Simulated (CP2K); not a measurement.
**Si2W under changes of volume**

One of the cells (13.479 Å³/atom); the others are scaled copies at fixed shape and fractional positions:

```
CELL_PARAMETERS angstrom
4.52671 0.00000 0.00000
2.24503 3.93077 0.00000
-3.38587 -1.96538 2.27250
ATOMIC_POSITIONS crystal
W 0.00000 0.00000 0.00000
Si 0.66530 0.66530 0.00000
Si 0.33470 0.33470 0.00000
```

| Property | Result |
| --- | --- |
| Program | CP2K 2026.2 |
| Functional | PBEsol |
| Potentials or basis | POTENTIAL_UZH W GTH-PBE-q14, Si GTH-PBE-q4; TZVP-MOLOPT-PBE-GTH basis |
| Density cutoff | 6123 eV |
| k mesh | 12 × 12 × 12 |
| Occupations | fermi-dirac, width 0.05 eV |
| Spin | no spin polarisation |

```csv
volume (Å³/atom),energy over the lowest point (meV/atom),pressure (GPa),largest force (eV/Å)
12.670,?,?,?
12.939,15.34,9.9,0.141
13.209,3.36,4.5,0.083
13.479,0.00,-0.4,0.029
13.748,4.39,-4.7,0.021
14.018,15.73,-8.7,0.069
14.287,33.32,-12.2,0.114
```

Task: What does the run at 12.670 Å³/atom give?

Result: Energy over the lowest point 36.94 meV/atom; pressure 15.9 GPa; largest force 0.203 eV/Å.

Worked out: A Birch-Murnaghan fit of order 3 (a polynomial in V^(-2/3)) to the other rows has its minimum at 13.46 Å³/atom with B0 = V·E''(V) = 231 GPa and B' = 4.3 at fixed shape and positions, which overstates the stiffness. It gives 36.81 meV/atom at 12.670 Å³/atom, against the run's 36.94, and -dE/dV = 15.8 GPa, against 15.9.

Energies are extrapolated to zero smearing.

Caveats: the potentials were made for another functional, which shifts forces and pressure; the basis of atomic orbitals isn't converged, which shifts pressures, moduli and gaps.
